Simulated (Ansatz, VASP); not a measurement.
Li in VASP and in Ansatz

```
Li
1.0
     0.00000    2.08848    2.08848
     2.08848    0.00000    2.08848
     2.08848    2.08848    0.00000
Li
1
Direct
  0.00000 0.00000 0.00000
```

Alike in both runs: task relaxation of cell and atoms; functional LDA; k mesh 18 × 18 × 18; occupations gaussian, width 0.1 eV; no spin polarisation.

|  | VASP | Ansatz |
| --- | --- | --- |
| version | VASP 6.6.1 | Ansatz 0.2.0 |
| potentials or method | VASP PAW LDA potentials, release 64 (Li_sv) | scalar-relativistic, plane waves, PAW |
| plane-wave cutoff (eV) | 600 | 420 |
| valence electrons in the cell | 3 | 3 |

|  | VASP | Ansatz | Ansatz less VASP |
| --- | --- | --- | --- |
| gap on the k mesh at the Fermi level, each at its own relaxed structure (eV) | none | none | - |
| relaxed volume (Å³/atom) | 18.73 | 18.91 | +0.177 |
| relaxed cell length with the largest relative difference (Å) | 2.981 | 2.990 | +0.0094 |
| energy change over the relaxation (meV/atom) | -1 | -1 | -0.5 |

A gap of «none» marks a metal or a gap that the smearing closes.

Caveats: the cutoff is under 1.25 times the usual one of these potentials, so pressure, stress and relaxed cells hold a basis-set (Pulay) error (VASP).
